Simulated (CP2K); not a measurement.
InSe:

```xyz
4
Lattice="4.0000 0.0000 0.0000 -2.0000 3.4641 0.0000 -2.0000 -1.1547 8.4400" Properties=species:S:1:pos:R:3 pbc="T T T"
In    0.0000    2.3094    5.6194
In    0.0000    0.0000    0.0000
Se    0.0000    0.0000    4.3525
Se    2.0000    1.1547    1.2702
```

Base run:

* Program: CP2K 2026.2
* Functional: PBEsol
* Potentials or basis: POTENTIAL_UZH In GTH-SCAN-q13, Se GTH-SCAN-q6; DZVP-MOLOPT-SR-GTH basis
* Density cutoff: 6123 eV
* k mesh: 8 × 8 × 8
* Occupations: fermi-dirac, width 0.05 eV
* Spin: no spin polarisation

Its results: band gap on the k mesh 0.48 eV, direct; pressure 1.1 GPa; largest force 0.308 eV/Å.

Task: The run is repeated on the same cell with these changes: potentials or basis from POTENTIAL_UZH In GTH-SCAN-q13, Se GTH-SCAN-q6; DZVP-MOLOPT-SR-GTH basis to GTH_POTENTIALS In GTH-BLYP-q13, Se GTH-BLYP-q6; DZVP-MOLOPT-SR-GTH basis; potentials from In GTH-SCAN-q13 of POTENTIAL_UZH, Se GTH-SCAN-q6 of POTENTIAL_UZH to In GTH-BLYP-q13 of GTH_POTENTIALS, Se GTH-BLYP-q6 of GTH_POTENTIALS. What comes out?

Result: Band gap on the k mesh 0.26 eV, direct; pressure 0.8 GPa; largest force 0.487 eV/Å.

Caveats: the potentials were made for another functional, which shifts forces and pressure; spin-orbit coupling is left out, which moves the levels of the heavy elements; this functional lacks dispersion, which binds the layers, so the pressure and a relaxed spacing across them are unreliable; the basis of atomic orbitals isn't converged, which shifts pressures, moduli and gaps.
